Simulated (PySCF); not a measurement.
Isomers of C3H2N2, one GFN2-xTB conformer each. Single-point energies are computed at PBE0/def2-SVPD (PySCF, gas phase, no added dispersion term), electronic only.

Task: Rank them by PBE0/def2-SVPD energy, lowest first (kJ/mol).
A. `N#CCC#N` (malononitrile)
B. `[C@H]1(N=C1)C#N`
C. `N#CC1=NC1`

Result: A (0.0), B (135.2), C (147.6).

As drawn, the highest has a three-membered ring and a C=N bond, which the lowest lacks. GFN2-xTB itself gives, in the same order: 0.0, 123.5, 119.8. Both levels put the same isomer lowest; measured from each level's own lowest isomer, the values differ by up to 27.8 kJ/mol (N#CC1=NC1: 119.8 against 147.6).

Task: Which frontier levels, dipoles and rotational constants go with these structures?

Result: 
| SMILES | HOMO (eV, PBE0/def2-SVPD) | LUMO (eV) | dipole (D) | A, B, C (MHz) |
| --- | --- | --- | --- | --- |
| N#CCC#N | -10.19 | -0.49 | 4.03 | 19698, 3130, 2748 |
| N#C[C@H]1C=N1 | -8.57 | -1.69 | 4.34 | 22643, 3628, 3564 |
| N#CC1=NC1 | -8.75 | -2.82 | 2.59 | 27183, 3426, 3106 |
